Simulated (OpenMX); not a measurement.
Runs of OpenMX 3.8.5 on ZnS (Wurtzite-2H). It takes space group P6_3mc (No. 186, hexagonal). Conventional cell: a = 3.811 Å, b = 3.811 Å, c = 6.234 Å, α = 90.00°, β = 90.00°, γ = 120.00°. Zn (site symmetry 3m) is surrounded by 4 S at 2.31 to 2.40 Å. S (site symmetry 3m) is surrounded by 4 Zn at 2.31 to 2.40 Å. 

```csv
task,level,potentials or basis,k mesh,max SCF cycles,"grid points, held for all volumes",gap on the mesh (eV),pressure (GPa),largest force (eV/Å)
band structure,PBE,"OpenMX 2013 PBE set, Zn6.0H-s3p2d2, S7.0-s2p2d1f1, grid cutoff 500 Ry",9 × 9 × 5,100,-,2.47,5.4,0.36
band structure,PBE,"OpenMX 2013 PBE set, Zn6.0H-s3p2d2f1, S7.0-s3p2d2f1, grid cutoff 500 Ry",9 × 9 × 5,100,-,(a),4.8,0.34
band structure,PBE,"OpenMX 2013 PBE set, Zn6.0H-s3p2d2, S7.0-s2p2d1f1, grid cutoff 500 Ry",7 × 7 × 5,100,-,2.47,5.4,0.36
band structure,LDA,"OpenMX 2013 LDA set, Zn6.0H-s3p2d2, S7.0-s2p2d1f1, grid cutoff 500 Ry",9 × 9 × 5,100,-,2.21,-1.7,0.33
band structure,LDA,"OpenMX 2013 LDA set, Zn6.0H-s3p2d2, S7.0-s2p2d1f1, grid cutoff 500 Ry",7 × 7 × 5,100,-,2.21,-1.7,0.33
```

Alike in all rows: no spin polarisation; cell as given; smearing fermi-dirac 0.05 eV.

Q: Estimate the missing entries.

A: (a) 2.38.

Caveats: the basis of atomic orbitals isn't converged, which shifts pressures, moduli and gaps.

A k mesh can miss the band edges.

Not every run made on this cell is shown here.
